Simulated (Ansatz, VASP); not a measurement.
**B28P27 (start site: B_i (4-fold void)): VASP beside Ansatz**

Aim: how closely do two programs agree when they are given the same cell, functional and k mesh? The cell is taken from a series of runs on this material, whose earlier steps may have relaxed, scaled, displaced or heated it; both programs get it as it stands.

Calculated with Ansatz 0.2.0; plane waves, with VASP 6.6.1 beside it; r2SCAN.

### Step 1. Starting point

The cell holds 55 atoms: 28 B and 27 P. Its edges and angles: a = 9.623 Å, b = 9.623 Å, c = 9.623 Å, α = 60.0°, β = 60.0°, γ = 60.0°. It derives from BP (BP (F-43m)). Nearest the centre at fractional (0.750, 0.083, 0.750): B28 at 0.82 Å, B3 at 1.92 Å, B24 at 1.93 Å, B21 at 1.93 Å, B19 at 2.02 Å, P55 at 2.30 Å, P46 at 2.31 Å, P40 at 2.31 Å.

As a file:

```xyz
55
Lattice="0.0000 6.8046 6.8046 6.8046 0.0000 6.8046 6.8046 6.8046 0.0000" Properties=species:S:1:pos:R:3 pbc="T T T"
B     6.8147    6.8158   13.6054
B     2.2417    2.2463    0.0172
B    11.3874   11.3592   13.5637
B     2.2767    6.8079    9.0665
B     4.5192    2.2458    2.2988
B     6.8519   11.3825    9.0692
B     4.5420    6.8151   11.3333
B     6.8111    9.0803   11.3358
B     9.0792   11.3820   11.2969
B     6.8144    2.2682    9.0574
B     2.2794    4.5295    2.2576
B     4.5586    6.8110    2.2563
B     2.2842    2.2682    4.5289
B     4.5495    4.5372    4.5313
B     6.8513    6.8048    4.4929
B     4.5468    2.2729    6.7958
B     6.8115    4.5375    6.7919
B     9.0850    6.8110    6.7841
B     6.8385    4.5645   11.3077
B     2.2783    6.8092    4.5377
B    11.3857    9.1118   11.3179
B     2.2847    4.5408    6.8010
B     4.5194    6.7717    6.8221
B     6.8288    9.1133    6.7593
B     4.5418    4.5405    9.0575
B     6.8031    6.8102    9.0622
B     9.0848    9.0889    9.0612
B     5.2018    9.7313    6.1464
P     3.4053    3.4094    3.4070
P     5.6720    5.6746    3.3940
P     7.9599    7.9573    3.3815
P     5.6785    3.4046    5.6629
P     7.9486    5.6743    5.6685
P    10.2207    7.9469    5.6631
P     7.9356    3.4090    7.9345
P    10.2072    5.6659    7.9384
P    12.4834    7.9473    7.9252
P     3.4055    5.6614    5.6577
P     5.6601    7.8381    5.6788
P     7.9782   10.2396    5.6333
P     5.6831    5.6614    7.9345
P     7.9402    7.9328    7.9385
P    10.2209   10.2095    7.9252
P     7.9648    5.6910   10.1793
P    10.2058    7.9315   10.2049
P    12.5120   10.2382   10.1681
P     3.4034    7.9341    7.9386
P     5.6614   10.1925    8.0377
P     7.9608   12.4917    7.9157
P     5.6833    7.9364   10.2114
P     7.9488   10.2027   10.1985
P    10.2311   12.4912   10.1858
P     7.9355    7.9366   12.4624
P    10.1133   10.1914   12.4832
P    12.5135   12.5090   12.4378
```

### Step 2. Ansatz: single point, r2SCAN

Ansatz runs on its PAW soft_1 files.

A single point takes one fixed geometry, so differences don't come from the geometry; what else differs is listed under the comparison.

File input.yaml:

```yaml
crystal:
  checkpoint: "../qp2_M1.relax.run"
  host: checkpoint
basis:
  ecutwfc: 500
  xc_grid: 2
hamiltonian:
  xc: r2scan
  pseudopotentials: { kind: paw, azcp: { folder: soft_1 } }
kpoints:
  mp_grid: { grid: [2, 2, 2], shift: [0.5, 0.5, 0.5] }
scf:
  occupations: { method: fixed }
  max_iter: 100
output:
  forces: true
  eigenvalues: true
  charged_corrections: { defect_position: [0.75, 0.083333, 0.75] }
checkpoint:
  read: "../qp2_M1.relax.run"
  write: "../qp2_M1.point_neutral.run"
  compress: false
  write_wavefunctions: false
  write_every: 100000
magnetization:
  spin_polarized: true
  initial_magnetization: 1
  spin_locking: { lock_magnetization: hard }
```

Launch:

```bash
$ ansatz run input.yaml --threads 4 --pin off --max-ram 7536MiB --backend cpu --events-out ev --progress --plain --runs-dir out
```

Numbers of over 12 decimals in the logs are rounded to 6 here.

What it wrote:

```text
Warning: This run holds its total moment fixed (magnetization.spin_locking.lock_magnetization: hard) and mixes its density by anderson or broyden (scf.mixing.algorithm, typed or taken by auto). Slabs with a fixed moment have converged under broyden above another state at the same moment, at the default mixing steps and at smaller ones, and under scf.lower_state_search: standard, light or off a state that such a mixer [...]
checkpoint.read: neither the saved density nor the saved orbitals are used: the state is of another total charge, and does not settle where this run's electrons and spins go. The run starts from its atoms. Which states do: the manual's quickstart, A charge series.
crystal.checkpoint: the structure is that of <dir>, a `relax` run, at its step 8: its result, under r2scan at a charge of 2 e; 55 atoms read, 1 with a starting moment; this deck's charge is 0 e; this run starts in the magnetic order that was found there; no density is read with it (checkpoint.read); crystal.structure_sha256 for this input is
Engine: ansatz 0.2.0, x86_64-unknown-linux-gnu
Pseudopotentials: kind: paw
Pseudopotential: B, paw, valence charge 3, recommended cutoff 500 eV (meta_gga), soft_1/B.paw.azcp
Pseudopotential: P, paw, valence charge 5, recommended cutoff 500 eV (meta_gga), soft_1/P.paw.azcp
Functional definition: r2SCAN
  parameter k0 = 0.174
  parameter k1 = 0.065
  parameter a1 = 4.9479
  exchange = r2scan_x(k0 = k0, k1 = k1, a1 = a1)
  correlation = r2scan_c
Crystal: 55 atoms, lattice volume = 630.129 Å³
Basis set: ecut = 500 eV, 16049 PW (Γ), exchange–correlation on 144×144×144 points (8 copies of the dense FFT grid, shifted against one another)
Bands: 165, of which v1, the nominal top of the filled ones, is band 110 counted from 1 (109 counted from 0)
Symmetry: 1 space group operations
Space group: P1 (ITA 1), of the structure as read, at distance tolerance 8.6e-5 Å
Magnetic group: BNS 1.1 (UNI 1), of the structure as read, at distance tolerance 8.6e-5 Å
k-points: 4 of 8 (time reversal used)
Non-local potential: B, projectors of the file, l = 0: 2, l = 1: 2, l = 2: 1
Non-local potential: P, projectors of the file, l = 0: 2, l = 1: 2, l = 2: 1
PAW form: soft (Blöchl's): semilocal exchange-correlation on the pseudo side does not see the compensation charge
PAW frozen core: B, regenerated for the run's functional (the file was generated under x = pbe(κ = 0.804, μ = 0.219515), c = pbe(β = 0.066725))
PAW frozen core: P, regenerated for the run's functional (the file was generated under x = pbe(κ = 0.804, μ = 0.219515), c = pbe(β = 0.066725))
PAW one-centre angular grid: B, 302 points (default); XC on 223 of its mesh's 2233 points in the sphere
PAW one-centre angular grid: P, 302 points (default); XC on 160 Gauss nodes
Initial density: superposition of atomic densities (chi_scale 0.1, normalization cell)
Starting moments: Σ|m| = 1 μB on 1 of 55 sites
Initial wavefunctions: pseudopotential atomic-orbital guess
Functional: x = r2scan, c = r2scan; τ floored in thin density (d = 2e-4 eV/Å³)
SCF iter   1: F=—  HF=-24910.472363 eV  |F-HF|=—  |Δ(HF+E_count)|=         —  Δρ=4.29e-2 (↑4.24e-2 ↓4.29e-2)  dr2=5.09e1  dr2_τ=1.48e0  dr2_m=4.36e-2  M=1.000 μB ∫|m|=1.068 μB  β_m=1.20  ethr=3.10e-3  ⟨swp⟩=5.5  Hψ=4992  notcnv=0  defer=415
preconditioner: auto → Resta (q_TF=auto, 2.288 Å⁻¹)  ε∞=4.5  [insulator: Δε(μ)=0.241 eV  Ē_g=11.699 eV  n_scr=136 (ndim 8)  ℏωp=21.9 eV  f_vac=0.000  ε∞_Penn≈4.5]
spin=Collinear: Resta preconditioning applied to the charge; magnetization (m = ρ↑ − ρ↓) channel mixes plain (no charge-response kernel on spin).
SCF iter   2: F=—  HF=-24903.735956 eV  |F-HF|=—  |Δ(HF+E_count)|=    6.74e0  Δρ=2.94e-2 (↑2.93e-2 ↓2.94e-2)  dr2=2.26e1  dr2_τ=4.83e-2  dr2_m=1.37e-3  M=1.000 μB ∫|m|=1.147 μB  β_m=1.20  ethr=3.10e-3  ⟨swp⟩=2.5  Hψ=2219  notcnv=0  defer=413  κ⁻¹=1.0e0(r=1)
SCF iter   3: F=—  HF=-24900.379688 eV  |F-HF|=—  |Δ(HF+E_count)|=    3.36e0  Δρ=1.06e-2 (↑1.05e-2 ↓1.06e-2)  dr2=2.61e0  dr2_τ=1.04e-2  dr2_m=1.01e-3  M=1.000 μB ∫|m|=1.156 μB  β_m=1.20  ethr=3.10e-3  ⟨swp⟩=3.0  Hψ=1886  notcnv=0  defer=420  κ⁻¹=6.3e-2(r=2)
SCF iter   4: F=—  HF=-24900.269196 eV  |F-HF|=—  |Δ(HF+E_count)|=   1.10e-1  Δρ=5.39e-3 (↑5.39e-3 ↓5.39e-3)  dr2=7.56e-1  dr2_τ=2.52e-3  dr2_m=1.07e-4  M=1.000 μB ∫|m|=1.125 μB  β_m=1.20  ethr=1.19e-3  ⟨swp⟩=2.0  Hψ=1540  notcnv=0  defer=424  κ⁻¹=9.9e-3(r=3)
[...]
atom   9  B      0.20650366     0.20140948     0.13274012
  atom  10  P      0.03890015     0.04149380    -0.31963715
  atom  11  B     -0.24617733    -0.24589895     0.24127383
  atom  12  P     -0.08180652    -0.08205268    -0.05126663
  atom  13  B      0.23276616     0.05297034    -0.00408213
  atom  14  P      0.06824131    -0.20680055    -0.05066661
  atom  15  B      0.04690996    -0.05832320    -0.04723325
  atom  16  P      0.12309900     0.11204911    -0.12157394
  atom  17  B     -0.20185158    -0.23922304     0.24954868
  atom  18  P      0.04665007    -0.07956596     0.08289399
  atom  19  B      0.02264376     0.21733106    -0.03968640
  atom  20  P      0.02868667     0.06541844     0.21950627
  atom  21  B     -0.03228709     0.13236921     0.05717863
  atom  22  P     -0.13544355     0.64942625     0.14527737
  atom  23  B     -0.26170024    -0.04312928     0.08347886
  atom  24  P     -0.11091155    -0.30752160     0.26545773
  atom  25  B      0.05173146     0.23143210    -0.00389254
  atom  26  P     -0.21334667     0.06932802    -0.04867818
  atom  27  B     -0.05922927     0.04481083    -0.04741089
  atom  28  P      0.10267910     0.12752236    -0.12218358
  atom  29  B     -0.23827812    -0.20102444     0.24476263
  atom  30  P     -0.07899198     0.04571529     0.08275089
  atom  31  B     -0.00816342    -0.00507699     0.00384346
  atom  32  P     -0.06635293    -0.06626161     0.05063573
[...]
atom  48  P     -0.09969099    -0.06094417     0.03718728
  atom  49  B      0.22041214     0.02359674    -0.04270554
  atom  50  P      0.06532721     0.03034795     0.21620589
  atom  51  B      0.13511611    -0.03357115     0.05461476
  atom  52  P      0.63664766    -0.13740939     0.14109057
  atom  53  B     -0.03783509    -0.26055236     0.07984064
  atom  54  P     -0.30573129    -0.11309552     0.26374782
  atom  55  B     -0.37158910    -0.37403197     0.33316062
  max |Σ_I F_I| component: 2.44e-3 eV/Å
--- Band table (eV; the first three rows and the last of 8) ---
  k-point 0 ↑: bands = [... 106 lower, 8.9505, 9.0750, 9.4927, 10.2774, 10.9416, 10.9461, 11.2817, 11.4112, ... 51 higher]
  k-point 1 ↑: bands = [... 106 lower, 8.5623, 8.7458, 10.1441, 10.3672, 11.1125, 11.7086, 11.7227, 12.0390, ... 51 higher]
  k-point 2 ↑: bands = [... 106 lower, 8.5164, 8.6819, 9.7779, 10.9027, 11.2224, 11.6990, 11.7607, 11.9899, ... 51 higher]
  k-point 3 ↓: bands = [... 106 lower, 8.5399, 8.7074, 10.1120, 11.1630, 11.3582, 11.7979, 11.8390, 12.0092, ... 51 higher]
```

The column dr2 measures how far the density is from self-consistency, as an energy; F and HF (Harris–Foulkes) agree once it is small.

### Step 3. VASP: single point, r2SCAN

The same cell, functional and mesh now go to VASP, with its own data sets.

Lines of VASP's logs that name or quote its potential files are left out, and so is its time.

File INCAR:

```
SYSTEM = B28P27
PREC = Accurate
ENCUT = 460
EDIFF = 1E-06
NELM = 200
ISMEAR = 0
SIGMA = 0.01
LREAL = Auto
ALGO = Normal
METAGGA = R2SCAN
LASPH = .TRUE.
NBANDS = 152
ISPIN = 2
MAGMOM = 0 0 0.01 0 0 0.03 0 0 0.03 0 0 0 0 0 0.03 0 0 0 0 0 0.01 0 0 0.01 0 0 0 0.16 0 0 0 0 0 0 0 0.02 0 0 0.02 0 0 0.02 0 0 0.02 0 0 0.02 0 0 0 0 0 0.02 0
LORBIT = 11
LWAVE = .FALSE.
LCHARG = .FALSE.
ISIF = 2
ISYM = 0
NUPDOWN = 1
GGA_COMPAT = .FALSE.
LMIXTAU = .TRUE.
KPAR = 4
```

File POSCAR:

```
B28P27
1.0
    0.0000000000      6.8045562257      6.8045562257
    6.8045562257      0.0000000000      6.8045562257
    6.8045562257      6.8045562257      0.0000000000
B P
28 27
Direct
    0.9998068127      0.9996469822      0.0018437877
    0.0016009915      0.0009256158      0.3285191835
    0.9945929114      0.9987326568      0.6747648981
    0.9991630145      0.3332544646      0.0013262281
    0.0018618820      0.3359651225      0.3281806840
    0.9993144007      0.3335021967      0.6734622522
    0.9997988405      0.6657445826      0.0017554652
    0.9996990657      0.6662195538      0.3347489290
    0.9993158882      0.6608859871      0.6733926570
    0.3314870993      0.9995897212      0.0018525900
    0.3312202905      0.0005539087      0.3344346702
    0.3313090695      0.0002845076      0.6696429953
    0.3316054312      0.3339589759      0.0017334150
    0.3320589882      0.3338603981      0.3347357766
    0.3267229370      0.3335479815      0.6733202129
    0.3322655994      0.6664402950      0.0017561948
    0.3319734880      0.6661621219      0.3348551076
    0.3313998862      0.6655958767      0.6695401202
    0.6638026016      0.9979870767      0.0070050663
    0.6663613399      0.0004956181      0.3343173485
    0.6645588666      0.9987256218      0.6745211752
    0.6655135971      0.3339573013      0.0018067913
    0.6667862077      0.3357882572      0.3283868524
    0.6645424406      0.3288083575      0.6747555581
    0.6654512682      0.6656461868      0.0018253993
    0.6664142062      0.6653733598      0.3344165031
    0.6661192157      0.6655116316      0.6695946173
    0.7844679965      0.1188144009      0.6456439145
    0.2506443063      0.2500479655      0.2504008095
    0.2495850957      0.2491968309      0.5843578492
    0.2482854772      0.2486669711      0.9211280851
    0.2490222984      0.5831959059      0.2513155077
    0.2494037762      0.5836380873      0.5844903884
    0.2490435941      0.5832058527      0.9188293571
    0.2504172721      0.9156396417      0.2505727548
    0.2496202269      0.9170039214      0.5830468164
    0.2490228049      0.9156612015      0.9189093102
    0.5814883819      0.2499697364      0.2505077506
    0.5773139698      0.2572422678      0.5745723358
    0.5801090478      0.2477607644      0.9247119608
    0.5814373066      0.5846195820      0.2505670625
    0.5827773989      0.5838621600      0.5830346268
    0.5815119561      0.5831849558      0.9188849863
    0.5809001787      0.9150526819      0.2554499869
    0.5827485277      0.9169697171      0.5828729975
    0.5800763681      0.9142371113      0.9245259837
    0.9162565730      0.2504097954      0.2497483212
    0.9235590567      0.2576661548      0.5743315180
    0.9145790472      0.2487159508      0.9212041713
    0.9158919638      0.5847771396      0.2504475717
    0.9150073327      0.5837747155      0.5843782426
    0.9145218716      0.5823843533      0.9211858309
    0.9158245297      0.9156564067      0.2505432035
    0.9230061965      0.9115349876      0.5747238900
    0.9136015116      0.9142578036      0.9247311076
```

File KPOINTS:

```
Points of the shifted mesh
8
Reciprocal
 0.2500000000  0.2500000000  0.2500000000 1
 0.2500000000  0.2500000000  0.7500000000 1
 0.2500000000  0.7500000000  0.2500000000 1
 0.2500000000  0.7500000000  0.7500000000 1
 0.7500000000  0.2500000000  0.2500000000 1
 0.7500000000  0.2500000000  0.7500000000 1
 0.7500000000  0.7500000000  0.2500000000 1
 0.7500000000  0.7500000000  0.7500000000 1
```

Potentials, in the order of the species: B and P (PBE family, release 64).

Launch:

```bash
$ mpirun -np 8 vasp_std
```

What it wrote:

```text
[banner, memory and clock lines left out]
running    8 mpi-ranks, on    1 nodes
[...]
|                                                                             |
|           W    W    AA    RRRRR   N    N  II  N    N   GGGG   !!!           |
|           W    W   A  A   R    R  NN   N  II  NN   N  G    G  !!!           |
|           W    W  A    A  R    R  N N  N  II  N N  N  G       !!!           |
|           W WW W  AAAAAA  RRRRR   N  N N  II  N  N N  G  GGG   !            |
|           WW  WW  A    A  R   R   N   NN  II  N   NN  G    G                |
|           W    W  A    A  R    R  N    N  II  N    N   GGGG   !!!           |
|                                                                             |
|     For optimal performance we recommend to set                             |
|       NCORE = 2 up to number-of-cores-per-socket                            |
|     NCORE specifies how many cores store one orbital (NPAR=cpu/NCORE).      |
|     This setting can greatly improve the performance of VASP for DFT.       |
[...]
|                                                                             |
|     You enforced a specific xc type in the INCAR file but a different       |
|     [... a line on the potential file left out ...]
|     I HOPE YOU KNOW WHAT YOU ARE DOING!                                     |
|                                                                             |

 LDA part: xc-table for (None), standard interpolation
 POSCAR, INCAR and KPOINTS ok, starting setup
[...]
entering main loop
       N       E                     dE             d eps       ncg     rms          rms(c)
DAV:   1     0.516932551561E+03    0.51693E+03   -0.92553E+04  4864   0.121E+03
DAV:   2    -0.455723350896E+03   -0.97266E+03   -0.91695E+03  5904   0.219E+02
DAV:   3    -0.517878032126E+03   -0.62155E+02   -0.61174E+02  6072   0.518E+01
DAV:   4    -0.519163466011E+03   -0.12854E+01   -0.12752E+01  6112   0.788E+00
[...]
DAV:  17    -0.467827232421E+03   -0.13363E-04   -0.44615E-06  5536   0.585E-03    0.521E-03
DAV:  18    -0.467827236839E+03   -0.44184E-05   -0.26630E-06  3440   0.445E-03    0.180E-03
DAV:  19    -0.467827236893E+03   -0.53653E-07   -0.27865E-07  3128   0.170E-03
   1 F= -.46782724E+03 E0= -.46782723E+03  d E =-.417151E-05  mag=     1.0000
```

OUTCAR, selected parts (step 3):

```text
  FREE ENERGIE OF THE ION-ELECTRON SYSTEM (eV)
  ---------------------------------------------------
  free  energy   TOTEN  =      -467.8272368926 eV

  energy  without entropy=     -467.8272327211  energy(sigma->0) =     -467.82723481

 magnetization (x)
# of ion       s       p       d       tot
------------------------------------------
    1        0.000   0.001   0.000   0.001
    2        0.000   0.003   0.000   0.003
    3        0.006   0.002   0.000   0.007
    4        0.001   0.001   0.000   0.003
    5        0.000   0.003   0.000   0.003
    6        0.008   0.023   0.000   0.031
    7        0.000   0.001   0.000   0.001
    8        0.001   0.001   0.000   0.002
    9        0.011   0.022   0.000   0.033
   10       -0.000   0.001   0.000   0.001
   11        0.001  -0.000   0.000   0.001
   12        0.001   0.001   0.000   0.002
   13        0.000   0.001   0.000   0.001
[...]
--------------------------------------------------
tot          0.234   0.254   0.000   0.488

[... 1 further part left out ...]
```

The run ends at a pressure of 0.90 GPa, with forces up to 0.70 eV/Å.

### Step 4. Comparison

Known differences besides the potentials themselves: VASP starts from the moments at which Ansatz ended; VASP keeps PBE cores, Ansatz makes them for the functional; fixed occupations in Ansatz, narrow Gaussian smearing in VASP; the cutoff is 500 eV in Ansatz and 460 eV in VASP (PREC = Accurate, projectors in real space); site moments are counted in spheres of each program's own size. Total energies have different zeros and are not compared.

Both answers:

```csv
quantity,Ansatz,VASP,difference
"total moment, fixed by the input (μB)",1.00,1.00,0.00
moment on B28 (μB),0.16,0.19,-0.04
```

Forces on 7 of the 55 atoms, those with the largest forces and the largest differences (eV/Å; atoms numbered as in POSCAR):

```csv
atom,"Ansatz x, y, z","VASP x, y, z"
B3,"0.291, -0.148, -0.283","0.305, -0.180, -0.293"
B21,"0.309, 0.306, 0.183","0.320, 0.316, 0.204"
B24,"-0.148, 0.290, -0.284","-0.180, 0.304, -0.294"
B28,"-0.372, -0.374, 0.333","-0.318, -0.321, 0.297"
P39,"-0.135, 0.649, 0.145","-0.135, 0.632, 0.151"
P48,"-0.176, -0.181, -0.656","-0.180, -0.186, -0.647"
P54,"0.637, -0.137, 0.141","0.622, -0.137, 0.148"
```

The forces differ by 9.2 meV/Å r.m.s., which is 5.1 % of the r.m.s. force of 0.180 eV/Å (both taken over all components).

### Step 5. Summary of results

```
r.m.s. force difference (single point, r2SCAN) : 9.2 meV/Å
```

The r.m.s. force difference is 9.2 meV/Å (single point, r2SCAN), within the 12 meV/Å picked in this series as the mark of a large difference. How closely two codes agree says nothing of how well the functional describes the real material.

[Lines on the potential files, build, host, timing and source positions are cut from VASP's logs without a mark.]

[Logs are printed without paths, hosts, clocks, repeated set-up lines and the standing remarks that a program may print on its own settings, such as how far it seeks lower states.]

[Hosts, paths, dates, database ids (printed as entryN), source tags and the programs' standing remarks are cut or masked in the printed files.]
